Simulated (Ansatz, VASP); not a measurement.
## ZnCu in VASP and in Ansatz

INCAR

```
SYSTEM = ZnCu
PREC     = Accurate       ! precision mode
ENCUT    = 520            ! plane-wave cutoff, eV
EDIFF    = 1E-8           ! SCF threshold, eV
ISMEAR   = -1             ! smearing method
SIGMA    = 0.05           ! smearing width, eV
LREAL    = .FALSE.        ! projectors in reciprocal space
LASPH    = .TRUE.         ! aspherical terms in the spheres
NELM     = 60             ! most SCF steps
ALGO     = Normal         ! electronic algorithm
ISIF     = 2              ! what is computed and relaxed
LWAVE    = .FALSE.        ! write WAVECAR
LCHARG   = .FALSE.        ! write CHGCAR
GGA      = PE             ! functional
LEFG     = .TRUE.       
NBANDS   = 18             ! bands
```

KPOINTS

```
Automatic mesh
0
G
  14 14 14
  0 0 0
```

POSCAR

```
ZnCu
1.0
    3.0027597620      0.0000000000      0.0000000000
    0.0000000000      3.0027597620      0.0000000000
    0.0000000000      0.0000000000      3.0027597620
Zn Cu
1 1
Direct
    0.5000000000      0.5000000000      0.5000000000
    0.0000000000      0.0000000000      0.0000000000
```

Input for Ansatz:

```yaml
crystal:
  lattice:
    - [3.002759762, 0.0, 0.0]
    - [0.0, 3.002759762, 0.0]
    - [0.0, 0.0, 3.002759762]
  atoms:
    - { symbol: Zn, position: [0.5, 0.5, 0.5] }
    - { symbol: Cu, position: [0.0, 0.0, 0.0] }
kpoints:
  mp_grid: { grid: [14, 14, 14] }
scf:
  occupations: { method: fermi_dirac, width: 0.05 }
hamiltonian:
  xc: pbe
  pseudopotentials: { kind: all_electron, datasets: crystal }
output:
  forces: true
  stress: true
  eigenvalues: true
  efg: { contact_densities: true }
```

Change from the starting cell: volume scaled by 1.06, crystal datasets.

Alike in both runs: task electric field gradients; functional PBE; k mesh 14 × 14 × 14; occupations fermi-dirac, width 0.05 eV; no spin polarisation.

|  | VASP | Ansatz |
| --- | --- | --- |
| version | VASP 6.6.1 | Ansatz 0.2.0 |
| potentials or method | VASP PAW PBE potentials, release 64 (Zn, Cu) | all-electron PAW with datasets made for the crystal, scalar-relativistic |
| plane-wave cutoff (eV) | 520 | see its input |

|  | VASP | Ansatz | Ansatz less VASP |
| --- | --- | --- | --- |
| pressure (GPa) | -3.7 | -4.1 | -0.48 |
| Vzz of the field gradient on the site that differs most (V/Å²) | 0.0 | 0.0 | 0.00 |

Ansatz ran all-electron here, so the differences hold the error of VASP's frozen core and of both bases.
